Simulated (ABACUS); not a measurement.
# Cr (P-1) in ABACUS: settings compared

One crystal, Cr, is run at these levels: LDA, PBE, PBEsol, WC; tasks: single point.

All numbers are computed with ABACUS 3.10.1; they aren't measurements. Logs are shortened: lines on timing, memory, paths and dates and some standing lists are left out, and cuts for length are marked.

## 1. The structure

The typed cell holds 1 atom: a = 2.562 Å, b = 2.541 Å, c = 2.350 Å, α = 105.10°, β = 107.45°, γ = 114.24°.

This isn't the form of Cr at room conditions, which is bcc.

## 2. Single point, LDA, collinear spin, ferromagnetic start

File run_abacus.py:

```python
"""ABACUS run from a structure file: ASE reads it, the script writes STRU, KPT and INPUT."""
import re
import subprocess
from ase.io import read
from ase.units import Bohr

atoms = read("POSCAR")
atoms = atoms[(-atoms.numbers).argsort(kind="stable")]  # ABACUS lists atoms element by element
pseudo = {'Cr': 'Cr_ONCV_PBE-1.2.upf'}
orbital = {}
magmoms = [3.0]
kmesh = [13, 13, 13]
params = {
    'suffix': 'Cr',
    'calculation': 'scf',
    'basis_type': 'pw',
    'pseudo_dir': './',
    'symmetry': 1,
    'dft_functional': 'pz',
    'ecutwfc': 95,
    'pseudo_rcut': 7,
    'nspin': 2,
    'nbands': 13,
    'ks_solver': 'dav',
    'smearing_method': 'fd',
    'smearing_sigma': 0.00367493,
    'scf_thr': 1e-08,
    'scf_nmax': 100,
    'mixing_type': 'broyden',
    'mixing_beta': 0.4,
    'cal_force': 1,
    'cal_stress': 1,
    'kpar': 4,
}

symbols = atoms.get_chemical_symbols()
elements = list(dict.fromkeys(symbols))
lines = ["ATOMIC_SPECIES"] + [f"{e} {atoms.get_masses()[symbols.index(e)]:.4f} {pseudo[e]}" for e in elements]
if orbital:
    lines += ["", "NUMERICAL_ORBITAL"] + [orbital[e] for e in elements]
lines += ["", "LATTICE_CONSTANT", f"{1 / Bohr:.10f}", "", "LATTICE_VECTORS"]
lines += [" ".join(f"{x:.10f}" for x in v) for v in atoms.cell]
lines += ["", "ATOMIC_POSITIONS", "Direct"]
for e in elements:
    lines += ["", e, "0.0", str(symbols.count(e))]
    for i, p in enumerate(atoms.get_scaled_positions(wrap=False)):
        if symbols[i] == e:
            mag = "" if magmoms is None else " mag " + " ".join(str(x) for x in (magmoms[i] if isinstance(magmoms[i], list) else [magmoms[i]]))
            lines.append(" ".join(f"{x:.10f}" for x in p) + " 1 1 1" + mag)
open("STRU", "w").write("\n".join(lines) + "\n")
open("KPT", "w").write("K_POINTS\n0\nGamma\n%d %d %d 0 0 0\n" % tuple(kmesh))
open("INPUT", "w").write("INPUT_PARAMETERS\n" + "".join(f"{k:<20s}{v}\n" for k, v in params.items()))

done = subprocess.run(['mpirun', '-np', '4', 'abacus'])
if done.returncode:
    raise SystemExit(done.returncode)
log = open("OUT.Cr/running_scf.log").read()
print("final energy (eV):", re.findall(r"FINAL_ETOT_IS (\S+)", log))
```

File POSCAR:

```
Cr
1.0
   -1.4943366600      1.5452007300      1.3932153400
    1.5696721600     -1.4509560800      1.3743061900
    1.4063430800      1.3629625000     -1.2989706900
Cr
1
Direct
    0.0000000000      0.0000000000      0.0000000000
```

Potentials or basis: SG15 ONCV 1.2 PBE, plane waves.

Started as:

```console
OMP_NUM_THREADS=1 python run_abacus.py > log
```

running log:

```text
ABACUS v3.10.1

               Atomic-orbital Based Ab-initio Computation at UStc

 ------------------------------------------------------------------------------------

 READING GENERAL INFORMATION
                           global_out_dir = OUT.Cr/
                           global_in_card = INPUT
                               pseudo_dir = ./
                              orbital_dir =
                                    DSIZE = 4
                                    GSIZE = 1

 READING UNITCELL INFORMATION
                                    ntype = 1
                  lattice constant (Bohr) = 1.88973
              lattice constant (Angstrom) = 1

 READING ATOM TYPE 1
                               atom label = Cr
                      L=0, number of zeta = 1
                      L=1, number of zeta = 1
                      L=2, number of zeta = 1
             number of atom for this type = 1
               magnetization of element 1 = 3

                        TOTAL ATOM NUMBER = 1
DIRECT COORDINATES
    atom                   x                   y                   z     mag                  vx                  vy                  vz
taud_Cr1            0.0000000000        0.0000000000        0.0000000000  3.0000        0.0000000000        0.0000000000        0.0000000000

                          Volume (Bohr^3) = 80.5972
                             Volume (A^3) = 11.9433

 Lattice vectors: (Cartesian coordinate: in unit of a_0)
             -1.49434             +1.5452            +1.39322
             +1.56967            -1.45096            +1.37431
             +1.40634            +1.36296            -1.29897
 Reciprocal vectors: (Cartesian coordinate: in unit of 2 pi/a_0)
         +0.000973068           +0.332547           +0.349983
            +0.327052         -0.00152715           +0.352483
            +0.347063           +0.355059          -0.0215386
 The esolver type has been set to : ksdft_pw

                PAO radial cut off (Bohr) = 7

 Read in pseudopotential file is Cr_ONCV_PBE-1.2.upf
                     pseudopotential type = NC
          exchange-correlation functional = PBE
                 nonlocal core correction = 0
                        valence electrons = 14
                                     lmax = 2
                           number of zeta = 0
[... 5 lines left out ...]
                           L of projector = 2
                           L of projector = 2
 XC functional updated to : pz
          exchange-correlation functional = PZ
     initial pseudo atomic orbital number = 0
 The readin total magnetization is 3

 SETUP THE ELECTRONS NUMBER
            electron number of element Cr = 14
      total electron number of element Cr = 14
            AUTOSET number of electrons:  = 14
                           occupied bands = 7
                                   NBANDS = 13
                                   NLOCAL = 9

%%%%%%%%%%%%%%%%%%%%%%%%%%%%%%%%%%%%%%%%%%%%%%%%%%%%%%%%%%%%%%%%%%%%%%%%%%%%%%%%%%%%%%%%%%%%%%%%%%%%%%%%%%
 Warning: the number of valence electrons in pseudopotential > 6 for Cr: [Ar] 3d5 4s1
 Pseudopotentials with additional electrons can yield (more) accurate outcomes, but may be less efficient.
 If you're confident that your chosen pseudopotential is appropriate, you can safely ignore this warning.
%%%%%%%%%%%%%%%%%%%%%%%%%%%%%%%%%%%%%%%%%%%%%%%%%%%%%%%%%%%%%%%%%%%%%%%%%%%%%%%%%%%%%%%%%%%%%%%%%%%%%%%%%%

 SETUP THE PLANE WAVE BASIS
 energy cutoff for charge/potential (unit:Ry) = 380
            fft grid for charge/potential = [ 32, 30, 27 ]
                        fft grid division = [ 1, 1, 1 ]
        big fft grid for charge/potential = [ 32, 30, 27 ]
                                     nbxx = 25920
                                     nrxx = 25920

 SETUP PLANE WAVES FOR CHARGE/POTENTIAL
                    number of plane waves = 10061
                         number of sticks = 641

 PARALLEL PW FOR CHARGE/POTENTIAL
     PROC   COLUMNS(POT)             PW
        1            641          10061
 --------------- sum -------------------
        1            641          10061
                            number of |g| = 5031
                                  max |g| = 34.3634
                                  min |g| = 0

----------- Double Check Mixing Parameters Begin ------------
mixing_type: broyden
mixing_beta: 0.4
mixing_gg0: 1
mixing_gg0_min: 0.1
mixing_beta_mag: 1.6
mixing_gg0_mag: 0
mixing_ndim: 8
----------- Double Check Mixing Parameters End ------------

 LATTICE VECTORS: (CARTESIAN COORDINATE: IN UNIT OF A0)
[... 28 lines left out ...]
                   SPACE GROUP OPERATIONS = 2
                                       C2 = 0
                                       C3 = 0
                                       C4 = 0
                                       C6 = 0
                                       S1 = 0
                                       S3 = 0
                                       S4 = 0
                                       S6 = 0
                              POINT GROUP = S_2
                                       C2 = 0
                                       C3 = 0
                                       C4 = 0
                                       C6 = 0
                                       S1 = 0
                                       S3 = 0
                                       S4 = 0
                                       S6 = 0
               POINT GROUP IN SPACE GROUP = S_2

 SETUP K-POINTS
                                    nspin = 2
                   Input type of k points = Monkhorst-Pack(Gamma)
                                   nkstot = 2197
                       right hand lattice = 1
(for reciprocal lattice: )
                             BRAVAIS TYPE = 14
                     BRAVAIS LATTICE NAME = 14. Triclinic cell
                                    ibrav = 14
                       right hand lattice = 1
(for k-lattice: )
                             BRAVAIS TYPE = 14
                     BRAVAIS LATTICE NAME = 14. Triclinic cell
                                    ibrav = 14
                       right hand lattice = 1
                        ROTATION MATRICES = 2
                               nkstot_ibz = 1099
K-POINTS REDUCTION ACCORDING TO SYMMETRY
     IBZ    DIRECT_X    DIRECT_Y    DIRECT_Z  WEIGHT  ibz2bz
       1  0.00000000  0.00000000  0.00000000  0.0005       0
       2  0.07692308  0.00000000  0.00000000  0.0009       1
       3  0.15384615  0.00000000  0.00000000  0.0009       2
       4  0.23076923  0.00000000  0.00000000  0.0009       3
       5  0.30769231  0.00000000  0.00000000  0.0009       4
       6  0.38461538  0.00000000  0.00000000  0.0009       5
[... 22 lines left out ...]
      29  0.38461538 -0.15384615  0.00000000  0.0009      34
      30  0.30769231 -0.15384615  0.00000000  0.0009      35
[... 1069 further k points ...]

                               nkstot now = 1099
[... K-POINTS DIRECT COORDINATES: 1099 rows ...]

           k-point number in this process = 275
       minimum distributed K point number = 274
[... stars of the k points ...]
                             nks(nspin=2) = 550
                          nkstot(nspin=2) = 2198

[... K-POINTS CARTESIAN COORDINATES: 550 rows ...]

[... K-POINTS DIRECT COORDINATES: 550 rows ...]

 SETUP PLANE WAVES FOR WAVE FUNCTIONS
     energy cutoff for wavefunc (unit:Ry) = 95
              fft grid for wave functions = [ 32, 30, 27 ]
                    number of plane waves = 1879
                         number of sticks = 213

 PARALLEL PW FOR WAVE FUNCTIONS
     PROC   COLUMNS(POT)             PW
        1            213           1879
 --------------- sum -------------------
        1            213           1879

 SETUP NONLOCAL PSEUDOPOTENTIALS IN PLANE WAVE BASIS
 Cr non-local projectors:
 projector 1 L=0
 projector 2 L=0
 projector 3 L=1
 projector 4 L=1
 projector 5 L=2
 projector 6 L=2
      TOTAL NUMBER OF NONLOCAL PROJECTORS = 18

 Init Non-Local PseudoPotential table :
 Init Non-Local-Pseudopotential done.

                                     npwx = 1277

 -------------------------------------------
 SELF-CONSISTENT
 -------------------------------------------
                                 init_chg = atomic

 PW ALGORITHM --------------- ION=   1  ELEC=   1--------------------------------
          total magnetism (Bohr mag/cell) = 0.834046
       absolute magnetism (Bohr mag/cell) = 0.836889
                        nelec for spin up = 7.41702
                      nelec for spin down = 6.58298
[... 129 lines left out ...]
 Density error is 2.79135591775e-09
                          Error Threshold = 1.71424808251e-10
----------------------------------------------------------
     Energy           Rydberg                 eV
----------------------------------------------------------
 E_KohnSham     -167.2876772887      -2276.0656163111
 E_KS(sigma->0) -167.2874704839      -2276.0628025884
 E_Harris       -167.2875101121      -2276.0633417575
 E_band         -10.6986171279       -145.5621536600
 E_one_elec     -49.2476726392       -670.0489611312
 E_Hartree      31.5487296351        429.2424876988
 E_xc           -18.6982178875       -254.4023057155
 E_Ewald        -130.8901027876      -1780.8512097177
 E_entropy(-TS) -0.0004136095        -0.0056274454
 E_descf        0.0000000000         0.0000000000
 E_exx          0.0000000000         0.0000000000
 E_Fermi        1.4249240226         19.3870859242
----------------------------------------------------------

 charge density convergence is achieved
 final etot is -2276.0656163 eV
 EFERMI = 19.387085924 eV

 STATE ENERGY(eV) AND OCCUPATIONS    NSPIN == 2
SPIN UP :
 1/275 kpoint (Cartesian) = 0.0000 0.0000 0.0000 (1269 pws)
       1       -52.6427    0.000455166
       2       -23.3728    0.000455166
       3       -23.3339    0.000455166
       4       -23.1315    0.000455166
       5        11.3897    0.000455166
       6        17.7354    0.000455166
       7        18.5962    0.000455166
       8        18.9126    0.000455132
       9        20.3285    3.02670e-12
      10        20.8365    1.17253e-16
      11        40.0435        0.00000
      12        42.1048        0.00000
      13        43.0353        0.00000
[... 61 lines left out ...]
 6/275 kpoint (Cartesian) = 0.00037426 0.12790 0.13461 (1255 pws)
       1       -52.5067    0.000910332
       2       -24.0040    0.000910332
       3       -23.5320    0.000910332
       4       -23.1887    0.000910332
       5        14.8175    0.000910332
       6        16.6609    0.000910332
       7        18.8054    0.000910324
       8        20.8476    1.87727e-16
       9        21.0994    1.21979e-18
      10        21.5709    9.78914e-23
      11        30.4953        0.00000
      12        36.4200        0.00000
      13        41.2274        0.00000

[... levels at 544 further k points ...]

------------------------------------------------------------------------------------------
 TOTAL-FORCE (eV/Angstrom)
------------------------------------------------------------------------------------------
                       Cr1         0.0000000000         0.0000000000         0.0000000000
------------------------------------------------------------------------------------------

----------------------------------------------------------------
 TOTAL-STRESS (KBAR)
----------------------------------------------------------------
      -328.8065759592        61.9362237881       -46.4975780346
        61.9362237881      -266.6644955836       -55.4983558249
       -46.4975780346       -55.4983558249      -109.6162471068
----------------------------------------------------------------
 TOTAL-PRESSURE: -235.029106 KBAR

 --------------------------------------------
 !FINAL_ETOT_IS -2276.0656163110561465 eV
 --------------------------------------------
```

Run time: 72 s. Hardware: 4 MPI ranks of Intel Xeon 6975P-C (Granite Rapids), shared host; peak memory 0.88 GiB.

What came out:

```yaml
Free_energy: -2276.0656 eV
Pressure: -23.5 GPa
Band_gap_on_the_k_mesh: none (metal or under the smearing width)
Net_moment: 0.00 μB per cell
Absolute_moment: 0.00 μB per cell
```

Caveat: the starting moments collapsed, and a magnetic state may lie lower; the potentials were made for another functional, which shifts forces and pressure.

## 3. Single point, PBE, collinear spin, ferromagnetic start

run_abacus.py, as its differences from that of step 2:

```diff
@@ -18,3 +18,3 @@
     'symmetry': 1,
-    'dft_functional': 'pz',
+    'dft_functional': 'pbe',
     'ecutwfc': 95,
```

POSCAR is that of step 2.

Potentials or basis: SG15 ONCV 1.2 PBE, plane waves.

Started as:

```console
OMP_NUM_THREADS=1 python run_abacus.py > log
```

Wall time 69 s (4 MPI ranks of Intel Xeon 6975P-C (Granite Rapids), shared host); peak memory 0.88 GiB.

Results (log left out):

```
Free energy            : -2279.6725 eV
Pressure               : -5.5 GPa
Band gap on the k mesh : none (metal or under the smearing width)
Net moment             : 0.00 μB per cell
Absolute moment        : 0.00 μB per cell
```

Stress tensor (GPa, compression positive):
```
-14.77   6.92  -5.12
  6.92  -8.61  -6.09
 -5.12  -6.09   7.01
```

Caveat: the starting moments collapsed, and a magnetic state may lie lower.

## 4. Single point, PBEsol, collinear spin, ferromagnetic start

run_abacus.py, as its differences from that of step 3:

```diff
@@ -18,3 +18,3 @@
     'symmetry': 1,
-    'dft_functional': 'pbe',
+    'dft_functional': 'pbesol',
     'ecutwfc': 95,
@@ -32,3 +32,5 @@
     'cal_stress': 1,
-    'kpar': 4,
+    'out_chg': 1,
+    'out_pot': 2,
+    'out_elf': 1,
 }
```

POSCAR is that of step 3.

Started as:

```console
OMP_NUM_THREADS=1 python run_abacus.py > log
```

It took 1.7 min on 4 MPI ranks of Intel Xeon 6975P-C (Granite Rapids), shared host; peak memory 0.84 GiB.

Results (log left out):

```
Free energy            : -2277.0373 eV
Pressure               : -14.9 GPa
Band gap on the k mesh : none (metal or under the smearing width)
Net moment             : 0.00 μB per cell
Absolute moment        : 0.00 μB per cell
```

Stress tensor (GPa, compression positive):
```
-24.30   6.65  -4.97
  6.65 -18.10  -5.90
 -4.97  -5.90  -2.29
```

Caveat: the starting moments collapsed, and a magnetic state may lie lower; the potentials were made for another functional, which shifts forces and pressure.

[end of part 1 of 2]
